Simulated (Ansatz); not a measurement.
# Si2W: energy and pressure over a range of volumes

The task here is to estimate one member of a computed series from the others.

Method: DFT PBE, scalar-relativistic, in Ansatz 0.2.0.

**Starting point**

Symmetry: I4/mmm, No. 139, tetragonal system. The conventional cell has a = 3.212 Å, b = 3.212 Å, c = 7.880 Å, α = 90.00°, β = 90.00°, γ = 90.00°. Si (site symmetry 4mm) has 5 Si at 2.62 to 2.63 Å and 5 W at 2.62 Å as nearest neighbours. W (site symmetry 4/mmm) is surrounded by 10 Si at 2.62 Å.

As a file:

```cif
data_structure
_symmetry_space_group_name_H-M 'P 1'
_symmetry_Int_Tables_number 1
_cell_length_a 4.5478
_cell_length_b 4.5478
_cell_length_c 4.5478
_cell_angle_alpha 138.641
_cell_angle_beta 138.641
_cell_angle_gamma 59.923
_cell_volume 40.65
loop_
_atom_site_label
_atom_site_type_symbol
_atom_site_fract_x
_atom_site_fract_y
_atom_site_fract_z
_atom_site_occupancy
Si1 Si 0.33300 0.33300 0.00000 1
Si2 Si 0.66700 0.66700 0.00000 1
W1 W 0.00000 0.00000 0.00000 1
```

Atoms are numbered in the order of the input: Si1, Si2, W3.

The first run:

File input.yaml:

```yaml
crystal:
  lattice:
    - [-1.5732152906, 1.5732152906, 3.8595692683]
    - [1.5732152906, -1.5732152906, 3.8595692683]
    - [1.5732152906, 1.5732152906, -3.8595692683]
  atoms:
    - { symbol: Si, position: [0.333, 0.333, 0.0] }
    - { symbol: Si, position: [0.667, 0.667, 0.0] }
    - { symbol: W, position: [0.0, 0.0, 0.0] }
kpoints:
  mp_grid: { grid: [11, 11, 14] }
  band_path:
    path:
      - [0.0, 0.0, 0.0]
      - [0.0, 0.0, 0.5]
      - [0.25, 0.25, 0.25]
      - [0.0, 0.5, 0.0]
      - [0.0, 0.0, 0.0]
      - [0.5, 0.5, -0.5]
      - [0.2915373367, 0.7084626633, -0.2915373367]
      - [-0.2915373367, 0.2915373367, 0.2915373367]
      - [0.0, 0.0, 0.0]
    npoints: 5
scf:
  occupations: { method: fermi_dirac, width: 0.05 }
hamiltonian:
  xc: pbe
  pseudopotentials: { kind: all_electron, lapw: { basis_error: 0.001 } }
output:
  forces: true
  stress: true
  eigenvalues: true
```

Started as:

```sh
$ ansatz run input.yaml --threads 1 --pin off --max-ram 6144MiB --backend cpu --events-out ev --progress --plain --runs-dir out
```

Among the steps run: Volume × 0.94, LAPW; Volume × 0.94, PAW; Volume × 0.94, crystal datasets; Volume × 0.98, LAPW; Volume × 0.98, PAW; Volume × 0.98, crystal datasets; Volume × 1.01, LAPW; Volume × 1.01, PAW; Volume × 1.01, crystal datasets; Volume × 1.04, LAPW; Volume × 1.04, PAW; Volume × 1.04, crystal datasets.

One table of the session follows, with a row left open; its other results are not shown here.

```
          method  volume (Å³/atom)  largest force (eV/Å)
            LAPW            12.737                 0.080
            LAPW            13.279                 0.174
            LAPW            13.685                 0.236
            LAPW            14.092                 0.292
             PAW            12.737                 0.076
             PAW            13.279                 0.172
             PAW            13.685                 0.234
             PAW            14.092                     ?
crystal datasets            12.737                 0.080
crystal datasets            13.279                 0.174
crystal datasets            13.685                 0.236
crystal datasets            14.092                 0.292
```

**Question.** Estimate the row for PAW, 14.092.

As computed: largest force (eV/Å): 0.291. In the column «largest force (eV/Å)» it lies between crystal datasets, 13.685 (0.236) and LAPW, 14.092 (0.292).

Caveats from the session: Warnings in the runs' records: symmetry narrowed by mesh, gradients without spin orbit, crystal datasets made.
